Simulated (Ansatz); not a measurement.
# Two states of CrCuO₂

```
CELL_PARAMETERS angstrom
1.50150 0.86689 5.75672
-1.50150 0.86689 5.75672
0.00000 -1.73378 5.75672
ATOMIC_POSITIONS crystal
Cu 0.00000 0.00000 0.00000
O 0.10792 0.10792 0.10792
O 0.89208 0.89208 0.89208
Cr 0.50000 0.50000 0.50000
```

Single point in Ansatz 0.2.0 with r2SCAN, with U_eff = 3.21 eV on Cr d, U_eff = 3.56 eV on Cu d (atomic projectors). Cutoff 500 eV, PAW datasets, 7×7×7 Γ-centred k mesh, cold filling (width 0.2808 eV).

State A: no moments (no spin polarisation). State B: Cr4 down (collinear spin).

Question: Compare the two self-consistent states.

Answer: State B is lower by 863.2 meV an atom at zero smearing; in free energy at this smearing B lies -866.7 meV an atom from A.

| state | free energy (meV/atom) | largest moment in a small sphere (μB) | net moment (μB/cell) | gap on mesh (eV) | pressure (GPa) | largest force (eV/Å) |
| --- | --- | --- | --- | --- | --- | --- |
| A | 866.7 | 0.00 | 0.00 | metal | -7.0 | 0.29 |
| B | 0.0 | 2.55 | 3.00 | 2.08 | -1.8 | 0.04 |

Origin: a database entry at a rescaled volume. Caveats: wide smearing; the state breaks the symmetry of the cell; odd electron count without spin polarisation, so a magnetic state may lie lower; the k mesh is coarse if the cell is a metal.
